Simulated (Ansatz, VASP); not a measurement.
# ZrRh3 in two plane-wave programs

Aim: how closely do two programs agree when they are given the same cell, functional and k mesh?

Main program and level: Ansatz 0.2.0; plane waves, with VASP 6.6.1 beside it; relaxation of cell and atoms at r2SCAN.

## (1) The starting structure

The structure is cubic, space group Pm-3m (No. 221). Conventional cell: a = 3.920 Å, b = 3.920 Å, c = 3.920 Å, α = 90.00°, β = 90.00°, γ = 90.00°. Nearest to Zr lie 12 Rh at 2.77 Å. Nearest to Rh lie 4 Zr at 2.77 Å and 8 Rh at 2.77 Å. Farther neighbours are not listed.

## (2) Ansatz: relaxation of cell and atoms, r2SCAN

Ansatz runs on its default PAW (the set named soft_2) files.

The relaxed volume is the usual yardstick between codes: its relative difference is about their pressure difference at one cell divided by the bulk modulus.

input.yaml

```yaml
crystal:
  lattice:
    - [3.92, 0.0, 0.0]
    - [0.0, 3.92, 0.0]
    - [0.0, 0.0, 3.92]
  atoms:
    - { symbol: Zr, position: [0.0, 0.0, 0.0] }
    - { symbol: Rh, position: [0.0, 0.5, 0.5] }
    - { symbol: Rh, position: [0.5, 0.0, 0.5] }
    - { symbol: Rh, position: [0.5, 0.5, 0.0] }
hamiltonian:
  xc: r2scan
  pseudopotentials: { kind: paw }
kpoints:
  mp_grid: { grid: [6, 6, 6] }
scf:
  occupations: { method: fermi_dirac, width: 0.05 }
relax:
  f_tol: 0.01
  max_steps: 60
  cell: { stress_tol: 0.05 }
output:
  forces: true
  stress: true
  write_density: true
  write_potential: true
  elf: true
  volumetric_format: npy
```

Run with:

```console
$ ansatz run input.yaml --threads 4 --pin off --max-ram 9216MiB --backend cpu --events-out ev --progress --plain --runs-dir out
```

Numbers of over 12 decimals in the logs are rounded to 6 here.

Output:

```text
Engine: ansatz 0.2.0, aarch64-unknown-linux-gnu
Pseudopotentials: kind: paw
Pseudopotential: Zr, paw, valence charge 12, recommended cutoff 500 eV (meta_gga), Zr.paw.azcp
Pseudopotential: Rh, paw, valence charge 17, recommended cutoff 500 eV (meta_gga), Rh.paw.azcp
Functional definition: r2SCAN
  parameter k0 = 0.174
  parameter k1 = 0.065
  parameter a1 = 4.9479
  exchange = r2scan_x(k0 = k0, k1 = k1, a1 = a1)
  correlation = r2scan_c
Crystal: 4 atoms, lattice volume = 60.236 Å³
Basis set: ecut = 500 eV, 1551 PW (Γ), exchange–correlation on 120×120×120 points (64 copies of the dense FFT grid, shifted against one another)
Bands: 38, of which v1, the nominal top of the filled ones, is band 32 counted from 1 (31 counted from 0)
Symmetry: 48 space group operations
Space group: Pm-3m (ITA 221), of the structure as read, at distance tolerance 3.9e-5 Å
k-points: 20 of 216
Non-local potential: Zr, projectors of the file, l = 0: 3, l = 1: 2, l = 2: 2, l = 3: 2
Non-local potential: Rh, projectors of the file, l = 0: 3, l = 1: 2, l = 2: 2, l = 3: 1
PAW form: soft (Blöchl's): semilocal exchange-correlation on the pseudo side does not see the compensation charge
PAW frozen core: Zr, regenerated for the run's functional (the file was generated under x = pbe(κ = 0.804, μ = 0.219515), c = pbe(β = 0.066725))
PAW frozen core: Rh, regenerated for the run's functional (the file was generated under x = pbe(κ = 0.804, μ = 0.219515), c = pbe(β = 0.066725))
PAW one-centre angular grid: Zr, 590 points (default); XC on 160 Gauss nodes
PAW one-centre angular grid: Rh, 590 points (default); XC on 160 Gauss nodes
Initial density: superposition of atomic densities (neutral atoms: chi_scale 0, normalization atom), corrected by the library's trained network
Initial wavefunctions: pseudopotential atomic-orbital guess
Functional: x = r2scan, c = r2scan; τ floored in thin density (d = 2e-4 eV/Å³)
SCF iter   1: F=—  HF=-23443.766206 eV  |F-HF|=—  |Δ(HF+E_count)|=         —  Δρ=1.53e-2  dr2=1.86e-1  dr2_τ=5.24e-2  ethr=1.77e-3  ⟨swp⟩=5.8  Hψ=2561  notcnv=0  defer=8
preconditioner: auto → Kerker (q_TF=auto, 2.749 Å⁻¹)  [metal: Δε(μ)=0.038 eV  Ē_g=9.509 eV  σ=0.050 eV  W_gap=0.19  n_scr=18 (ndim 8)  ℏωp=29.1 eV  f_vac=0.000  D(μ)=3.18/eV (n_scr^D=26)]
SCF iter   2: F=—  HF=-23443.813163 eV  |F-HF|=—  |Δ(HF+E_count)|=   4.70e-2  Δρ=8.22e-3  dr2=3.37e-2  dr2_τ=4.01e-3  ethr=2.96e-4  ⟨swp⟩=2.0  Hψ=1048  notcnv=0  defer=22
SCF iter   3: F=—  HF=-23443.811279 eV  |F-HF|=—  |Δ(HF+E_count)|=   1.88e-3  Δρ=1.94e-3  dr2=2.16e-3  dr2_τ=2.28e-4  ethr=5.35e-5  ⟨swp⟩=2.2  Hψ=1153  notcnv=0  defer=22
SCF iter   4: F=—  HF=-23443.811334 eV  |F-HF|=—  |Δ(HF+E_count)|=   5.44e-5  Δρ=4.46e-4  dr2=1.23e-4  dr2_τ=1.09e-5  ethr=3.43e-6  ⟨swp⟩=2.4  Hψ=1165  notcnv=0  defer=22
SCF iter   5: F=—  HF=-23443.811377 eV  |F-HF|=—  |Δ(HF+E_count)|=   4.31e-5  Δρ=1.77e-4  dr2=3.25e-5  dr2_τ=1.41e-6  ethr=1.96e-7  ⟨swp⟩=2.0  Hψ=1331  notcnv=0  defer=22
SCF iter   6: F=—  HF=-23443.811381 eV  |F-HF|=—  |Δ(HF+E_count)|=   3.77e-6  Δρ=1.21e-4  dr2=1.38e-5  dr2_τ=7.19e-7  ethr=5.17e-8  ⟨swp⟩=2.0  Hψ=1028  notcnv=0  defer=22
SCF iter   7: F=—  HF=-23443.811379 eV  |F-HF|=—  |Δ(HF+E_count)|=   1.24e-6  Δρ=2.38e-5  dr2=4.08e-7  dr2_τ=2.02e-8  ethr=2.19e-8  ⟨swp⟩=2.1  Hψ=892  notcnv=0  defer=22
SCF iter   8: F=-23443.811380 eV  HF=-23443.811380 eV  |F-HF|=1.16e-8  |Δ(HF+E_count)|=   1.02e-7  Δρ=5.02e-6  dr2=1.79e-8  dr2_τ=6.96e-10  ethr=1.59e-10  ⟨swp⟩=8.1  Hψ=4677  notcnv=0
SCF 1 converged in 8 iterations: F = -23443.811380 eV  dr2 = 1.79e-8
  greatest PAW one-centre occupation: 1.000 electrons in one spin orbital (limit 2), on the Rh atom at site 3 (counted from 0), in its partial waves of l = 1
relax step   1: F+E_penalty+E_count = -23443.81137958 eV  Δ(F+E_penalty+E_count) = +0.000e0 eV  max|allowed force component| = 7.323e-29 eV/Å  Δτ_max = 0.0000 Å  P = +1.593 GPa  Ω = 60.236 Å³  (8 SCF iters, dr2 threshold 1.00e-7 eV, accepted)
[...]
relax step   2: F+E_penalty+E_count = -23443.80872023 eV  Δ(F+E_penalty+E_count) = +2.659e-3 eV  max|allowed force component| = 8.480e-30 eV/Å  Δτ_max = 0.0000 Å  P = -2.233 GPa  Ω = 61.258 Å³  energy of the carried Pulay correction = -4.248e-4 eV  (7 SCF iters, dr2 threshold 4.00e-7 eV, rejected (line search))
[...]
relax step   3: F+E_penalty+E_count = -23443.81324460 eV  Δ(F+E_penalty+E_count) = -1.865e-3 eV  max|allowed force component| = 1.196e-29 eV/Å  Δτ_max = 0.0000 Å  P = -0.029 GPa  Ω = 60.657 Å³  energy of the carried Pulay correction = -1.760e-4 eV  (10 SCF iters, accepted)
[...]
relax step   4: F+E_penalty+E_count = -23443.81340264 eV  Δ(F+E_penalty+E_count) = -1.580e-4 eV  max|allowed force component| = 1.893e-29 eV/Å  Δτ_max = 0.0000 Å  P = -0.026 GPa  Ω = 60.657 Å³  stress off target by 2.62e-2 GPa  SCF on the basis re-selected at this cell (its energy is not comparable with the rows above)  (7 SCF iters)
basis re-selected at this cell: Δ(F+E_penalty+E_count) = -1.580e-4 eV, ΔP = +0.002 GPa vs the last step (what re-selecting the basis moved, of the pressure what is left beyond the Pulay correction that the steps carried, after the strain that the cell walked since its last selection, with what the two solves' SCF thresholds leave and, on support functions, any second-order correction that the steps lacked; it is no m [...]
SCF converged after 7 iterations
Free energy (F): -23443.813403 eV
Harris-Foulkes:  -23443.813403 eV  (|F-HF|=0.00e0)
Internal energy: -23443.787218 eV  (E = F + TS)
E sigma→0 (E₀):  -23443.800310 eV
Entropy (-TS):   -0.026185 eV (-6.546 meV/atom)
Fermi energy:    20.265040 eV
--- Per-component energies (eV) ---
  E_band       = -415.940901
  E_kinetic    = 2057.547407
  E_local      = -5646.161632  (includes V_loc(G=0)·N_el)
  E_nonlocal   = 1145.565148
  E_hartree    = 2007.329971
  E_xc         = -808.570781
  E_vxc        = -1157.749179  (∫ρ·V_xc dr)
  E_paw        = -13784.425360  (= ΣΔE_a)
  E_vpaw       = -906.701625  (= ΣTr[D̂ρ^β])
  E_aug_tail   = 0.001898  (compensation charges beyond the density's cutoff)
  E_vtau       = 76.897213  (kinetic-family band-sum trace: ∫τ·v_τ [+ j·A + Jᵃ·Aᵃ] dr)
  E_ewald      = -8413.799248
  E_core_change = -1.274620  (= ΣΔE_core)
  E_smearing   = -0.026185  (= −TS)
  E_closure    = -0.000000  (closes the sum)
  Σ components = -23443.813403   (vs F -23443.813403, Δ=0.00e0)
--- Forces (eV/Å), atoms counted from 1 ---
  atom   1  Zr    -0.00000000     0.00000000     0.00000000
  atom   2  Rh     0.00000000     0.00000000     0.00000000
  atom   3  Rh     0.00000000    -0.00000000     0.00000000
  atom   4  Rh     0.00000000     0.00000000     0.00000000
  max |Σ_I F_I| component: 4.21e-29 eV/Å
--- Stress (GPa, compression-positive) ---
       -0.026232      -0.000000       0.000000
       -0.000000      -0.026232       0.000000
       -0.000000       0.000000      -0.026232
  P = ⅓ Tr σ = -0.0262 GPa (-0.262 kbar)
--- Band table (eV; the first three rows and the last of 20) ---
  k-point 0: bands = [... 28 lower, 20.8387, 21.3759, 21.3759, 21.3759, 24.1646, 24.1646, 24.2077, 24.2077, ... 2 higher]
  k-point 1: bands = [... 28 lower, 20.4786, 20.4786, 20.5648, 21.3768, 22.4757, 23.6224, 23.6224, 23.8849, ... 2 higher]
  k-point 2: bands = [... 28 lower, 19.1022, 19.6448, 20.1127, 20.2624, 21.3784, 22.5268, 22.5268, 23.3729, ... 2 higher]
  k-point 19: bands = [... 28 lower, 20.9479, 20.9479, 20.9479, 21.2087, 21.9632, 21.9632, 21.9632, 23.6240, ... 2 higher]
--- Relaxed structure (3 steps of the walk, 2 accepted, 1 SCFs on fresh bases) ---
  F+E_penalty+E_count = -23443.81340264 eV   max|allowed force component| = 1.893e-29 eV/Å   (the final SCF, on the basis selected at the relaxed cell)
  cell:  # Å, volume = 60.6573 Å³
    - [3.929111, 0, 0]
    - [0, 3.929111, 0.0]
    - [0, 0.0, 3.929111]
  atoms:
    - { symbol: Zr, position: [0, 0, 0] }
    - { symbol: Rh, position: [0, 0.5, 0.5] }
    - { symbol: Rh, position: [0.5, 0, 0.5] }
    - { symbol: Rh, position: [0.5, 0.5, 0] }
```

The job ended after 7 s (4 threads of Arm Neoverse V1, shared host; peak memory 0.52 GiB; 26 s of CPU time).

## (3) VASP: relaxation of cell and atoms, r2SCAN

The same cell, functional, mesh and smearing now go to VASP, with its own data sets and cutoff.

Lines of VASP's logs that name or quote its potential files are left out, and so is its time.

INCAR

```
SYSTEM = ZrRh3
PREC = Accurate
ENCUT = 520
EDIFF = 1E-06
NELM = 100
ISMEAR = -1
SIGMA = 0.05
LREAL = .FALSE.
ALGO = Normal
METAGGA = R2SCAN
LASPH = .TRUE.
NBANDS = 35
LORBIT = 11
LWAVE = .FALSE.
LCHARG = .FALSE.
KPAR = 2
IBRION = 2
NSW = 60
ISIF = 3
EDIFFG = -0.01
```

POSCAR

```
ZrRh3
1.0
    3.9200000000      0.0000000000      0.0000000000
    0.0000000000      3.9200000000      0.0000000000
    0.0000000000      0.0000000000      3.9200000000
Zr Rh
1 3
Direct
    0.0000000000      0.0000000000      0.0000000000
    0.0000000000      0.5000000000      0.5000000000
    0.5000000000      0.0000000000      0.5000000000
    0.5000000000      0.5000000000      0.0000000000
```

KPOINTS

```
Automatic mesh
0
Gamma
6 6 6
0 0 0
```

The projector-augmented-wave data sets are Zr_sv and Rh_pv (PBE family, release 64).

Run with:

```console
$ mpirun -np 2 vasp_std
```

Output:

```text
[banner, memory and clock lines left out]
running    2 mpi-ranks, on    1 nodes
 distrk:  each k-point on    1 cores,    2 groups
 distr:  one band on    1 cores,    1 groups

 POSCAR found type information on POSCAR ZrRh
 POSCAR found :  2 types and       4 ions
|                                                                             |
|               ----> ADVICE to this user running VASP <----                  |
|                                                                             |
|     You enforced a specific xc type in the INCAR file but a different       |
|     [... a line on the potential file left out ...]
|     I HOPE YOU KNOW WHAT YOU ARE DOING!                                     |
|                                                                             |

 LDA part: xc-table for (None), standard interpolation
 POSCAR, INCAR and KPOINTS ok, starting setup
 FFT: planning ... GRIDC
 FFT: planning ... GRID_SOFT
 FFT: planning ... GRID
 WAVECAR not read
 entering main loop
       N       E                     dE             d eps       ncg     rms          rms(c)
DAV:   1     0.669934151587E+03    0.66993E+03   -0.35453E+04  1400   0.187E+03
DAV:   2    -0.880703632551E+02   -0.75800E+03   -0.74472E+03  1488   0.584E+02
DAV:   3    -0.118371355012E+03   -0.30301E+02   -0.29442E+02  2020   0.117E+02
DAV:   4    -0.119620065478E+03   -0.12487E+01   -0.12408E+01  1941   0.170E+01
DAV:   5    -0.119635277690E+03   -0.15212E-01   -0.15209E-01  1616   0.231E+00    0.282E+01
DAV:   6    -0.992691952515E+02    0.20366E+02   -0.33239E+01  1655   0.403E+01    0.823E+00
DAV:   7    -0.981023763940E+02    0.11668E+01   -0.68832E+00  1799   0.168E+01    0.391E+00
DAV:   8    -0.981370551051E+02   -0.34679E-01   -0.31425E-01  1568   0.378E+00    0.141E+00
DAV:   9    -0.981450800942E+02   -0.80250E-02   -0.64002E-02  1837   0.167E+00    0.516E-01
DAV:  10    -0.981493111448E+02   -0.42311E-02   -0.44647E-03  1678   0.460E-01    0.160E-01
DAV:  11    -0.981500102074E+02   -0.69906E-03   -0.10286E-03  1892   0.220E-01    0.360E-02
DAV:  12    -0.981500062826E+02    0.39247E-05   -0.77825E-05  1638   0.505E-02    0.952E-03
DAV:  13    -0.981500043863E+02    0.18963E-05   -0.84383E-06  1494   0.169E-02    0.307E-03
DAV:  14    -0.981500040617E+02    0.32468E-06   -0.88254E-07   833   0.605E-03
   1 F= -.98150004E+02 E0= -.98137075E+02  d E =-.981500E+02
 curvature:   0.00 expect dE= 0.000E+00 dE for cont linesearch  0.000E+00
 trial: gam= 0.00000 g(F)=  0.000E+00 g(S)=  0.263E-01 ort = 0.000E+00 (trialstep = 0.100E+01)
 search vector abs. value=  0.263E-01
 bond charge predicted
       N       E                     dE             d eps       ncg     rms          rms(c)
DAV:   1    -0.994156173543E+02   -0.12656E+01   -0.21521E+01  1408   0.406E+01    0.889E+00
DAV:   2    -0.988644255251E+02    0.55119E+00   -0.13299E+01  1653   0.213E+01    0.618E+00
DAV:   3    -0.981145354950E+02    0.74989E+00   -0.29573E+00  1708   0.939E+00    0.156E+00
DAV:   4    -0.981294218599E+02   -0.14886E-01   -0.21207E-01  1976   0.253E+00    0.946E-01
DAV:   5    -0.981325930055E+02   -0.31711E-02   -0.15268E-02  1811   0.460E-01    0.539E-01
DAV:   6    -0.981349873236E+02   -0.23943E-02   -0.25980E-03  2089   0.227E-01    0.126E-01
DAV:   7    -0.981352548099E+02   -0.26749E-03   -0.47323E-04  2102   0.911E-02    0.381E-02
DAV:   8    -0.981352697096E+02   -0.14900E-04   -0.16773E-05  1730   0.275E-02    0.122E-02
DAV:   9    -0.981352677090E+02    0.20006E-05   -0.54593E-06  1355   0.130E-02    0.467E-03
DAV:  10    -0.981352667030E+02    0.10060E-05   -0.30364E-07   709   0.419E-03    0.113E-03
DAV:  11    -0.981352665833E+02    0.11964E-06   -0.53312E-08   706   0.150E-03
   2 F= -.98135267E+02 E0= -.98121490E+02  d E =0.147375E-01
 trial-energy change:    0.014737  1 .order    0.014182   -0.026256    0.054619
 step:   0.3157(harm=  0.3246)  dis= 0.00000  next Energy=   -98.154132 (dE=-0.413E-02)
 bond charge predicted
       N       E                     dE             d eps       ncg     rms          rms(c)
DAV:   1    -0.987347996700E+02   -0.59953E+00   -0.99459E+00  1408   0.271E+01    0.635E+00
DAV:   2    -0.984547953911E+02    0.28000E+00   -0.56095E+00  1661   0.149E+01    0.361E+00
DAV:   3    -0.981530014559E+02    0.30179E+00   -0.99959E-01  1748   0.602E+00    0.825E-01
DAV:   4    -0.981521111125E+02    0.89034E-03   -0.89035E-02  2093   0.161E+00    0.636E-01
DAV:   5    -0.981529659653E+02   -0.85485E-03   -0.60842E-03  1724   0.348E-01    0.352E-01
DAV:   6    -0.981539584272E+02   -0.99246E-03   -0.12111E-03  2181   0.143E-01    0.970E-02
DAV:   7    -0.981540871730E+02   -0.12875E-03   -0.14276E-04  2044   0.560E-02    0.178E-02
DAV:   8    -0.981540857666E+02    0.14064E-05   -0.87068E-06  1579   0.178E-02    0.723E-03
DAV:   9    -0.981540822504E+02    0.35161E-05   -0.58456E-07   726   0.540E-03    0.919E-04
DAV:  10    -0.981540825772E+02   -0.32677E-06   -0.11056E-07   700   0.216E-03
   3 F= -.98154083E+02 E0= -.98140892E+02  d E =-.407852E-02
 curvature:  -0.16 expect dE=-0.417E-07 dE for cont linesearch -0.417E-07
 trial: gam= 0.00000 g(F)=  0.622E-62 g(S)=  0.257E-06 ort =-0.821E-04 (trialstep = 0.863E+00)
 search vector abs. value=  0.257E-06
 reached required accuracy - stopping structural energy minimisation
```

(Part 1 of 2 ends here.)

[Lines on the potential files, build, host, timing and source positions are cut from VASP's logs without a mark.]

[Logs are printed without paths, hosts, clocks, repeated set-up lines and the standing remarks that a program may print on its own settings, such as how far it seeks lower states.]

[Hosts, paths, dates, database ids (printed as entryN), source tags and the programs' standing remarks are cut or masked in the printed files.]
